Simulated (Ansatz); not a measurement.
The system is TiC.

```
Ti C
1.0
     0.00000    2.16572    2.16572
     2.16572    0.00000    2.16572
     2.16572    2.16572    0.00000
Ti C
1 1
Cartesian
  0.0000 0.0000 0.0000
  2.1657 2.1657 2.1657
```

The cell is a database's computed one.

Base run:

```yaml
Program: Ansatz 0.2.0
Functional: LDA
Potentials_or_basis: Ansatz PAW
Cutoff: "420 eV (not typed: the program's choice for these potentials)"
k_mesh: 11 × 11 × 11
Occupations: fermi-dirac, width 0.05 eV
Spin: no spin polarisation
```

Its results: band gap on the k mesh none (metal or under the smearing width); pressure -12.6 GPa.

Problem. The run is repeated on the same cell with these changes: functional from LDA to RPBE. What comes out?

Solution. Band gap on the k mesh none (metal or under the smearing width); pressure 4.9 GPa.

RPBE binds less tightly than LDA, so the same cell stands under more pressure.

Caveats: the PAW data sets come from PBE, with cores solved anew for the run's functional, which leaves a small shift of forces and pressure.
